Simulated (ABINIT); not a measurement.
# AlAs (F-43m): G0W0 with ABINIT, start to end

How does a plane-wave GW calculation on AlAs (F-43m) run from the first input to the gap?

Method: LDA and many-body steps on it, plane waves, in ABINIT 10.8.3.

**Experimental background.**

- Gap 3.018 eV: lowest direct gap at Gamma; earlier measurement quoted from literature, technique not stated; 300 K; bulk crystal (pure AlAs, literature value used as model input) (quoted in “Simultaneous Measurement of Mid-Infrared Refractive Indices in Thin-Film Heterostructures: Methodology and Results for GaAs/AlGaAs”, 2023, arxiv:2301.08293).

Most raw output is cut from this account.

## (1) Set-up

It takes space group F-43m (No. 216, cubic). The conventional cell has a = 5.661 Å, b = 5.661 Å, c = 5.661 Å, α = 90.00°, β = 90.00°, γ = 90.00°. Nearest to Al lie 4 As at 2.45 Å. Nearest to As lie 4 Al at 2.45 Å. Farther neighbours are not listed.

The cell and positions come from the Crystallography Open Database and are kept as given unless a step says otherwise.

## (2) Ground state

This step: ABINIT 10.8.3; DFT, LDA, plane waves, norm-conserving pseudopotentials.

The ground-state density comes first.

run.abi

```
acell 3*1.0 Angstrom
rprim 
  0.000000000000 2.830400000000 2.830400000000
  2.830400000000 0.000000000000 2.830400000000
  2.830400000000 2.830400000000 -0.000000000000
ntypat 2
znucl 13 33
natom 2
typat 1 2
xred 
  0.000000000000 0.000000000000 0.000000000000
  0.250000000000 0.250000000000 0.250000000000
pp_dirpath "pseudos"
pseudos "Al.upf, As.upf"
ecut 34
ngkpt 6 6 6
nshiftk 1
shiftk 0 0 0
kptopt 1
chksymbreak 0
nband 14
occopt 1
tolvrs 1e-10
nstep 60
prtwf 0
optforces 0
optstress 0
indata_prefix "in"
outdata_prefix "out"
tmpdata_prefix "tmp"
```

Run with:

```bash
OMP_NUM_THREADS=1 mpirun -n 4 abinit run.abi > log
```

It took 12 s on 4 MPI ranks of Arm Neoverse N1, shared host; peak memory 0.28 GiB.

This step gave:

```
total energy               : -2948.7388 eV
gap                        : 1.351 eV
k of the valence top       : 0, 0, 0
k of the conduction bottom : 0.5, 0.5, 0
least direct gap           : 1.835 eV
```

The gap is indirect, with the least direct gap 0.48 eV higher.

## (3) Bands along the symmetry lines

The cheap functional maps the bands first; the places of the edges decide which points the dearer methods must see.

run.abi

```
acell 3*1.0 Angstrom
rprim 
  0.000000000000 2.830400000000 2.830400000000
  2.830400000000 0.000000000000 2.830400000000
  2.830400000000 2.830400000000 -0.000000000000
ntypat 2
znucl 13 33
natom 2
typat 1 2
xred 
  0.000000000000 0.000000000000 0.000000000000
  0.250000000000 0.250000000000 0.250000000000
pp_dirpath "pseudos"
pseudos "Al.upf, As.upf"
ecut 34
iscf -2
irdden 1
kptopt 0
nkpt 50
kpt 
  0.00000000 0.00000000 0.00000000
  -0.06250000 -0.06250000 0.00000000
  -0.12500000 -0.12500000 0.00000000
  -0.18750000 -0.18750000 0.00000000
  -0.25000000 -0.25000000 0.00000000
  -0.31250000 -0.31250000 0.00000000
  -0.37500000 -0.37500000 0.00000000
  -0.43750000 -0.43750000 0.00000000
  -0.50000000 -0.50000000 0.00000000
  -0.48437500 -0.48437500 0.03125000
  -0.46875000 -0.46875000 0.06250000
  -0.45312500 -0.45312500 0.09375000
  -0.43750000 -0.43750000 0.12500000
  -0.42187500 -0.42187500 0.15625000
  -0.40625000 -0.40625000 0.18750000
  -0.39062500 -0.39062500 0.21875000
  -0.37500000 -0.37500000 0.25000000
  -0.37500000 0.00000000 0.37500000
  -0.32812500 0.00000000 0.32812500
  -0.28125000 0.00000000 0.28125000
  -0.23437500 0.00000000 0.23437500
  -0.18750000 0.00000000 0.18750000
  -0.14062500 0.00000000 0.14062500
  -0.09375000 0.00000000 0.09375000
  -0.04687500 0.00000000 0.04687500
  0.00000000 0.00000000 0.00000000
  0.00000000 0.00000000 0.06250000
  0.00000000 0.00000000 0.12500000
  0.00000000 0.00000000 0.18750000
  0.00000000 0.00000000 0.25000000
  0.00000000 0.00000000 0.31250000
  0.00000000 0.00000000 0.37500000
  0.00000000 0.00000000 0.43750000
  -0.00000000 -0.00000000 0.50000000
  -0.06250000 -0.03125000 0.46875000
  -0.12500000 -0.06250000 0.43750000
  -0.18750000 -0.09375000 0.40625000
  -0.25000000 -0.12500000 0.37500000
  -0.31250000 -0.15625000 0.34375000
  -0.37500000 -0.18750000 0.31250000
  -0.43750000 -0.21875000 0.28125000
  -0.50000000 -0.25000000 0.25000000
  -0.50000000 -0.28125000 0.21875000
  -0.50000000 -0.31250000 0.18750000
  -0.50000000 -0.34375000 0.15625000
  -0.50000000 -0.37500000 0.12500000
  -0.50000000 -0.40625000 0.09375000
  -0.50000000 -0.43750000 0.06250000
  -0.50000000 -0.46875000 0.03125000
  -0.50000000 -0.50000000 0.00000000
istwfk *1
nband 16
nbdbuf 2
tolwfr 1e-08
nstep 40
prtwf 0
prtvol 0
indata_prefix "in"
outdata_prefix "out"
tmpdata_prefix "tmp"
```

The job ended after 19 s (4 MPI ranks; peak memory 0.28 GiB; 77 s of CPU time).

This step gave:

```
gap                        : 1.351 eV
k of the valence top       : 0, 0, 0
k of the conduction bottom : -0.5, -0.5, 0
least direct gap           : 1.835 eV
```

The gap is 1.351 eV, as in the run before at this level.

The electronic bands at the labelled points (eV, zero at the top of the highest filled band):

| point | band 6 | band 7 | band 8 | band 9 | band 10 | band 11 | band 12 | band 13 |
| --- | --- | --- | --- | --- | --- | --- | --- | --- |
| Γ | -11.92 | 0.00 | 0.00 | 0.00 | 1.83 | 4.26 | 4.26 | 4.26 |
| halfway | -11.15 | -3.25 | -1.34 | -1.34 | 2.51 | 3.68 | 6.79 | 6.79 |
| X | -9.97 | -5.44 | -2.17 | -2.17 | 1.35 | 2.21 | 10.20 | 10.20 |
| halfway | -9.97 | -5.36 | -2.72 | -2.08 | 1.71 | 2.95 | 9.44 | 9.45 |
| U | -10.00 | -5.19 | -3.43 | -1.80 | 2.16 | 4.90 | 8.12 | 8.20 |
| jump to K | -10.00 | -5.19 | -3.43 | -1.80 | 2.16 | 4.90 | 8.12 | 8.20 |
| halfway | -11.08 | -3.72 | -2.01 | -0.46 | 3.61 | 4.88 | 5.15 | 5.83 |
| Γ | -11.92 | 0.00 | 0.00 | 0.00 | 1.83 | 4.26 | 4.26 | 4.26 |
| halfway | -11.35 | -3.42 | -0.48 | -0.48 | 2.49 | 4.89 | 4.89 | 6.32 |
| L | -10.51 | -5.59 | -0.82 | -0.82 | 2.01 | 4.66 | 4.66 | 7.60 |
| halfway | -10.26 | -5.28 | -2.71 | -1.54 | 3.59 | 4.17 | 6.63 | 7.57 |
| W | -9.94 | -5.10 | -3.19 | -2.84 | 4.26 | 5.57 | 5.62 | 6.00 |
| halfway | -9.96 | -5.29 | -2.70 | -2.55 | 2.42 | 3.33 | 8.04 | 8.77 |
| X | -9.97 | -5.44 | -2.17 | -2.17 | 1.35 | 2.21 | 10.20 | 10.20 |

## (4) Empty states on the mesh, 4×4×4 mesh, 31 bands

The sums over transitions need many empty states on a uniform mesh; this step solves for them.

run.abi

```
acell 3*1.0 Angstrom
rprim 
  0.000000000000 2.830400000000 2.830400000000
  2.830400000000 0.000000000000 2.830400000000
  2.830400000000 2.830400000000 -0.000000000000
ntypat 2
znucl 13 33
natom 2
typat 1 2
xred 
  0.000000000000 0.000000000000 0.000000000000
  0.250000000000 0.250000000000 0.250000000000
pp_dirpath "pseudos"
pseudos "Al.upf, As.upf"
ecut 34
ngkpt 4 4 4
nshiftk 1
shiftk 0 0 0
kptopt 1
chksymbreak 0
iscf -2
irdden 1
istwfk *1
nband 31
nbdbuf 4
tolwfr 1e-09
nstep 60
prtvol 0
indata_prefix "in"
outdata_prefix "out"
tmpdata_prefix "tmp"
```

It took 8.6 s on 4 MPI ranks; peak memory 0.25 GiB; 34 s of CPU time.

This step gave:

```yaml
gap: 1.351 eV
k_of_the_valence_top: 0, 0, 0
k_of_the_conduction_bottom: 0.5, 0.5, 0
least_direct_gap: 1.835 eV
k_points_computed: 8
lowest_point_of_the_top_converged_band_above_the_valence_top: 21.50 eV
```

On this mesh the gap is 1.351 eV.

## (5) Screening, 4×4×4 mesh, 27 bands, screening to 87.1 eV

The RPA dielectric matrix is built and inverted for each q.

This step: RPA screening on LDA, plane waves, norm-conserving pseudopotentials.

Edit run.abi of step 4 so:

```diff
@@ -20,10 +20,11 @@
 chksymbreak 0
-iscf -2
-irdden 1
 istwfk *1
-nband 31
-nbdbuf 4
-tolwfr 1e-09
-nstep 60
-prtvol 0
+occopt 1
+irdwfk 1
+optdriver 3
+nband 27
+ecuteps 3.2
+inclvkb 2
+awtr 1
+symchi 1
 indata_prefix "in"
```

It took 7.3 s on 4 MPI ranks; peak memory 0.41 GiB.

Numbers from this step:

```
ε∞ with local fields, on this mesh, along the program's q direction : 15.74
the same without local fields                                       : 17.67
plasma frequency                                                    : 23.39 eV
plane waves in the screening matrix                                 : 65
```

Local fields lower ε∞ by 11 %. On a Γ-centred mesh this coarse the value itself is usually too large, while a short band sum pulls it down.

## (6) Self-energy, 4×4×4 mesh, 27 bands, screening to 87.1 eV

The self-energy is evaluated for the states that the input lists, and the levels follow from it, in one-shot runs by the linearised quasiparticle equation.

This step: G0W0 on LDA, plane waves, norm-conserving pseudopotentials.

Edit run.abi of step 5 so:

```diff
@@ -23,8 +23,17 @@
 irdwfk 1
-optdriver 3
+optdriver 4
 nband 27
+gwcalctyp 0
+ecutsigx 34
+symsigma 1
+nkptgw 2
+kptgw 
+  0.0000000000 0.0000000000 0.0000000000
+  0.5000000000 0.5000000000 0.0000000000
+bdgw 
+  7 13
+  8 11
 ecuteps 3.2
-inclvkb 2
-awtr 1
-symchi 1
+irdscr 1
+ppmodel 1
 indata_prefix "in"
```

It took 4.4 s on 4 MPI ranks; peak memory 0.3 GiB; 17 s of CPU time.

This step gave:

```
G0W0 gap on the points computed              : 2.167 eV
starting gap on the mesh                     : 1.351 eV
k of the valence top                         : 0, 0, 0
k of the conduction bottom                   : 0.5, 0.5, 0
Z at the valence top                         : 0.788
Z at the conduction bottom                   : 0.803
least direct G0W0 gap on the computed points : 2.859 eV
```

The gap on the mesh goes from 1.35 eV to 2.17 eV, a correction of +0.82 eV.

Limits: finite bands, cutoff and mesh; exchange with frozen shells missing; no spin-orbit coupling; coarse k mesh. v1 is the top filled band, c1 the lowest empty one. The levels before and after the correction (eV, zero at the valence-band top of each column):

|  | conduction bottom | valence top |
| --- | --- | --- |
| Kohn-Sham | 1.35 | 0.00 |
| G0W0 | 2.17 | 0.00 |

|  | level | energy (eV) |
| --- | --- | --- |
| Kohn-Sham | Γ v3-v1 | 0.000 |
| Kohn-Sham | Γ c1 | 1.835 |
| Kohn-Sham | Γ c2-c4 | 4.264 |
| Kohn-Sham | (0.5 0.5 0) v2-v1 | -2.173 |
| Kohn-Sham | (0.5 0.5 0) c1 | 1.351 |
| Kohn-Sham | (0.5 0.5 0) c2 | 2.213 |
| G0W0 | Γ v3-v1 | 0.000 |
| G0W0 | Γ c1 | 2.859 |
| G0W0 | Γ c2-c4 | 5.279 |
| G0W0 | (0.5 0.5 0) v2-v1 | -2.331 |
| G0W0 | (0.5 0.5 0) c1 | 2.167 |
| G0W0 | (0.5 0.5 0) c2 | 3.166 |

## (7) Where the time went

Times are wall times on 4 MPI ranks of Arm Neoverse N1, shared host, good to a factor of about two.

| step | time | share | memory (GiB) |
| --- | --- | --- | --- |
| ground state | 12 s | 24 % | 0.28 |
| bands along the symmetry lines | 19 s | 37 % | 0.28 |
| empty states on the mesh | 8.6 s | 17 % | 0.25 |
| screening | 7.3 s | 14 % | 0.41 |
| self-energy | 4.4 s | 8 % | 0.3 |

## (8) Results

```
LDA gap              : 1.35 eV, indirect
G0W0 gap on the mesh : 2.17 eV
GW settings          : 4×4×4 mesh, 27 bands, screening to 87.1 eV, Godby-Needs plasmon pole
known limits         : not at the basis limit; exchange with frozen shells missing; no spin-orbit coupling; coarse k mesh
```

In words: G0W0 moves the gap on the mesh from 1.35 eV to 2.17 eV (+0.82 eV), with Z of 0.79 and 0.80 at the edges. Local fields lower the RPA ε∞ on this mesh from 17.67 to 15.74; a Γ-centred mesh this coarse tends to raise both, most where the direct gap is narrow, while a short band sum lowers them. Only 2 of the mesh's irreducible points were corrected, so a valley elsewhere could overtake. The dearest step here is «bands along the symmetry lines». Against experiment, by G0W0@LDA: the direct gap of 2.86 eV lies −0.16 eV from the measured 3.018 eV (direct, 300 K, quoted 2023). An exciton line or allowed optical edge lies below the quasiparticle gap by the binding energy; a forbidden edge can push the onset above it. The calculation has static nuclei and no excitons; a measured gap holds zero-point and thermal motion, which mostly lowers it. Bands and cutoff are finite, so the gap is not at the basis limit. The miss can reach some tenths of an eV and take either sign; the mesh is an error of its own. In the G0W0 run levels were corrected at 2 k points alone, so a gap called «on the mesh» is the least over those, and an edge elsewhere would be missed. The 4×4×4 mesh is coarse for this cell, which bears on the long-range parts of exchange and screening. The norm-conserving file of at least one element keeps a d shell over frozen s and p shells of the same row. Exchange with those shells is missing from the self-energy, an error of 0.3 to 0.9 eV in cases checked, whose sign depends on which edge lies on those atoms. The many-body steps are scalar-relativistic: spin-orbit coupling is not in them.

[Paths, hosts, dates, memory and timing lines, banners, echoed tables and standing remarks are left out of the program output.]

[Logs are printed without paths, hosts, clocks, repeated set-up lines and the standing remarks that a program may print on its own settings, such as how far it seeks lower states.]

[Runs of the session that timed out or met a known fault of the program may be left out.]

[Hosts, paths, dates, database ids (printed as entryN), source tags and the programs' standing remarks are cut or masked in the printed files.]

[G0W0 gaps are taken among the corrected bands and points alone; a level outside them can change the order at an edge.]

[Where Ansatz stands beside ABINIT at settings called matched, ABINIT's density can come from a denser mesh and the files from another edition; pairs whose starting gaps differed by over 0.03 eV were left out, so agreement reads better than it is.]
